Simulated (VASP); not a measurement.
## Ge: equation of state with PBE

Ge:

```
CELL_PARAMETERS angstrom
-2.57449 2.57449 1.39741
2.57449 -2.57449 1.39741
2.57449 2.57449 -1.39741
ATOMIC_POSITIONS crystal
Ge 0.50000 0.50000 0.00000
Ge 0.25000 0.75000 0.50000
```

This isn't the form of Ge at room conditions, which is diamond.

```yaml
Program: VASP 6.6.1
Task: equation of state
Functional: PBE
Potentials_or_basis: VASP PAW PBE potentials, release 64 (Ge_d)
Cutoff: 520 eV
k_mesh: 11 × 11 × 11
Occupations: fermi-dirac, width 0.05 eV
Spin: no spin polarisation
```

The equilibrium volume is 19.35 Å³/atom. The bulk modulus at fixed shape and positions is 69 GPa. The pressure derivative of the bulk modulus is 4.2.

Energy against volume, from the lowest point:
| volume (Å³/atom) | energy (meV/atom) |
| --- | --- |
| 17.413 | 49.82 |
| 17.783 | 31.35 |
| 18.154 | 17.58 |
| 18.524 | 8.02 |
| 18.895 | 2.28 |
| 19.265 | 0.00 |
| 19.636 | 0.82 |

All runs of the series together: 4.5 min on 1 thread of Intel(R) Xeon(R) 6975P-C (Granite Rapids), on a shared host.

Caveat: the cell was scaled at fixed shape and fractional positions, which overstates the stiffness of a crystal with free parameters, most of all of layers and chains.
